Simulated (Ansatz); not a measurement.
Runs of Ansatz 0.2.0 on W. The structure is cubic, space group Im-3m (No. 229). The conventional cell has a = 3.165 Å, b = 3.165 Å, c = 3.165 Å, α = 90.00°, β = 90.00°, γ = 90.00°. W (site symmetry m-3m) is surrounded by 8 W at 2.74 Å. 

```csv
task,level,cell,k mesh,points for each segment of the path,mesh quality,gap on the mesh (eV),pressure (GPa),relaxed volume (Å³/atom)
relaxation of cell and atoms,LDA,relaxed,12 × 12 × 12,-,not flagged,-,0.0,15.40
relaxation of cell and atoms,HSE03,relaxed,6 × 6 × 6,-,coarse,none,0.0,15.71
band structure,PBEsol,as given,12 × 12 × 12,14,not flagged,none,-3.0,-
single point,PBEsol0,as given,6 × 6 × 6,-,coarse,none,(c),-
relaxation of cell and atoms,PBEsol+D3(BJ),relaxed,12 × 12 × 12,-,not flagged,-,0.0,(a)
relaxation of cell and atoms,BLYP+D3(BJ),relaxed,12 × 12 × 12,-,not flagged,-,0.0,15.72
relaxation of cell and atoms,RPBE,relaxed,12 × 12 × 12,-,not flagged,-,0.0,16.35
relaxation of cell and atoms,BLYP+D4,relaxed,12 × 12 × 12,-,not flagged,-,0.0,15.95
relaxation of cell and atoms,revPBE+D4,relaxed,12 × 12 × 12,-,not flagged,none,0.0,(b)
relaxation of cell and atoms,RPBE+D3(BJ),relaxed,12 × 12 × 12,-,not flagged,none,0.0,14.06
single point,PBE0,as given,6 × 6 × 6,-,coarse,none,-3.1,-
relaxation of cell and atoms,RPBE+D4,relaxed,12 × 12 × 12,-,not flagged,-,0.0,(d)
```

Alike in all rows: potentials or basis Ansatz PAW; no spin polarisation; cutoff (eV) 420; smearing fermi-dirac 0.05 eV.

Question: Fill in the values left out.

Answer: (a) 15.32; (b) 15.78; (c) -9.4; (d) 15.73.

Caveats: some runs use coarse meshes; the PAW data sets come from PBE, with cores solved anew for the run's functional, which leaves a small shift of forces and pressure; the plane-wave basis is chosen anew once the cell has moved, so the energies of steps on either side of that aren't comparable (some runs); the thresholds are loose for stress (some runs); pairwise dispersion overbinds metals, which lowers pressure and volume (some runs); spin-orbit coupling is left out, which moves the levels of the heavy elements (some runs); the volume moved by -11 % from the deposited cell, more than functionals usually miss (some runs).

A k mesh can miss the band edges, and the runs leave out spin-orbit coupling on W.

A gap of «none» marks a metal or a gap under the smearing width.

Runs at the PBE level aren't shown here.
